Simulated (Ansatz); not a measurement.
Crystal: Si.

```
Si
1.0
    -2.37137    2.37137    1.32927
     2.37137   -2.37137    1.32927
     2.37137    2.37137   -1.32927
Si
2
Cartesian
  0.0000 0.0000 1.3293
  2.3714 0.0000 0.6646
```

This isn't the form of Si at room conditions, which is diamond.

| Quantity | Value |
| --- | --- |
| Program | Ansatz 0.2.0 |
| Task | single point |
| Functional | PBE |
| Potentials or basis | Ansatz PAW |
| Cutoff | 420 eV (not typed: the program's choice for these potentials) |
| k mesh | 11 × 11 × 11 |
| Occupations | fermi-dirac, width 0.05 eV |
| Spin | no spin polarisation |

On this cell: pressure 3.2 GPa; largest force under 0.003 eV/Å; band gap on the k mesh none (metal or under the smearing width).

The same run follows on a disturbed copy (atoms moved at random, drawn with an rms of 0.05 Å):

```
CELL_PARAMETERS angstrom
-2.37137 2.37137 1.32927
2.37137 -2.37137 1.32927
2.37137 2.37137 -1.32927
ATOMIC_POSITIONS crystal
Si 0.50062 0.50499 0.99094
Si 0.25566 0.75901 0.49494
```

Question: What does the disturbed cell give?

Answer: The energy (extrapolated to zero smearing) moves by +0.3 meV/atom; pressure 3.2 GPa; largest force 0.079 eV/Å; band gap on the k mesh none (metal or under the smearing width).

Forces in eV/Å, atoms in the order of the input:
```
Si   0.042  0.068  0.005
Si  -0.042 -0.068 -0.005
```

Stress tensor (GPa, compression positive):
```
 3.91 -0.02  0.03
-0.02  3.69 -0.04
 0.03 -0.04  2.08
```
